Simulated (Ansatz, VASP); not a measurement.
One calculation of SnO2, two programs

INCAR

```
PREC = Accurate
ENCUT = 520
EDIFF = 1E-7
ISMEAR = -1
SIGMA = 0.05
LREAL = F
LASPH = T
NELM = 80
ALGO = Normal
ISIF = 2
LWAVE = F
LCHARG = F
GGA = PE
NBANDS = 35
```

KPOINTS

```
Automatic mesh
0
Gamma
  6 6 8
```

The input POSCAR:

```
SnO2
1.0
    4.8197135599      0.0000000000      0.0000000000
    0.0000000000      4.8988119591      0.0000000000
    0.0000000000      0.0000000000      3.2623615262
Sn O
2 4
Direct
    0.0000000000      0.0000000000      0.0000000000
    0.5000000000      0.5000000000      0.5000000000
    0.7081450000      0.6789580000      0.0000000000
    0.2081450000      0.8210420000      0.5000000000
    0.7918550000      0.1789580000      0.5000000000
    0.2918550000      0.3210420000      0.0000000000
```

Contents of input.yaml:

```yaml
crystal:
  lattice:
    - [4.8197135599, 0.0, 0.0]
    - [0.0, 4.8988119591, 0.0]
    - [0.0, 0.0, 3.2623615262]
  atoms:
    - { symbol: Sn, position: [0.0, 0.0, 0.0] }
    - { symbol: Sn, position: [0.5, 0.5, 0.5] }
    - { symbol: O, position: [0.708145, 0.678958, 0.0] }
    - { symbol: O, position: [0.208145, 0.821042, 0.5] }
    - { symbol: O, position: [0.791855, 0.178958, 0.5] }
    - { symbol: O, position: [0.291855, 0.321042, 0.0] }
hamiltonian:
  xc: pbe
  pseudopotentials: { kind: paw }
kpoints:
  mp_grid: { grid: [6, 6, 8] }
scf:
  occupations: { method: fermi_dirac, width: 0.05 }
output:
  forces: true
  stress: true
  eigenvalues: true
  write_density: true
  write_potential: true
  elf: true
  volumetric_format: npy
```

Change from the starting cell: volume scaled by 1.02.

Alike in both runs: task single point; functional PBE; k mesh 6 × 6 × 8; occupations fermi-dirac, width 0.05 eV; no spin polarisation.

|  | VASP | Ansatz |
| --- | --- | --- |
| version | VASP 6.6.1 | Ansatz 0.2.0 |
| potentials or method | VASP PAW PBE potentials, release 64 (Sn_d, O) | Ansatz PAW |
| plane-wave cutoff (eV) | 520 | 420 |
| valence electrons in the cell | 52 | 52 |

```csv
,VASP,Ansatz,Ansatz less VASP
gap on the k mesh at the Fermi level (eV),0.63,0.64,+0.011
least direct gap on the mesh (eV),0.63,0.64,+0.011
pressure (GPa),-3.4,-3.9,-0.55
largest component of the traceless stress (GPa),0.71,0.89,+0.186
rms of the force components (eV/Å),0.049,0.055,+0.0061
```

Atom by atom the forces differ by 0.008 eV/Å (rms over components). The functional is the same, so the differences come from potentials, cutoffs and numerics.

Caveats: spin-orbit coupling is left out, which moves the levels of the heavy elements; the pressure holds a Pulay correction of +0.8 GPa for the finite cutoff (Ansatz).
